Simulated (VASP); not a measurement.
Input of a VASP 6.6.1 run:

INCAR

```
ALGO = Normal
EDIFF = 1E-7
ENCUT = 520
GGA = RE
ISIF = 2
ISMEAR = -1
IVDW = 13
LASPH = T
LCHARG = F
LREAL = F
LWAVE = F
NBANDS = 17
NELM = 100
PREC = Accurate
SIGMA = 0.05
```

KPOINTS

```
k-points
0
Gamma
  8 8 8
```

POSCAR

```
PbSe
1.0
    0.0000000000      3.0670283661      3.0670283661
    3.0670283661      0.0000000000      3.0670283661
    3.0670283661      3.0670283661      0.0000000000
Pb Se
1 1
Direct
    0.0000000000      0.0000000000      0.0000000000
    0.5000000000      0.5000000000      0.5000000000
```

Potentials or basis: VASP PAW PBE potentials, release 64 (Pb_d, Se).

Launch:

```console
$ cat potpaw_PBE.64/Pb_d/POTCAR potpaw_PBE.64/Se/POTCAR > POTCAR
$ mpirun -np 1 vasp_std > vasp.out
```

Task: What does it give for the pressure?

Result: 0.0 GPa.

Task: Predict the dispersion energy per atom.

Result: -0.614 eV.

Task: What does it give for the band gap on the k mesh?

Result: 0.37 eV.

Caveat: the PAW data sets were made with another functional, which shifts forces and pressure a little; spin-orbit coupling is left out, which moves the levels of the heavy elements.

**Measured values to compare with.**

From a printed reference work, monograph, for a bulk crystal of PbSe at 300 K: band gap 0.28 eV (direct).

A measured gap of PbSe is 0.28 eV (direct; 300 K; a printed reference work, monograph); the calculated 0.37 eV misses it by +0.09 eV. 2 values of this kind are on record (0.15 to 0.28 eV); this one was drawn at random. Spin-orbit coupling on Pb, Se is left out. The value is that of revPBE+D4 on a finite k mesh, which can miss the band edges, without temperature or zero-point motion.
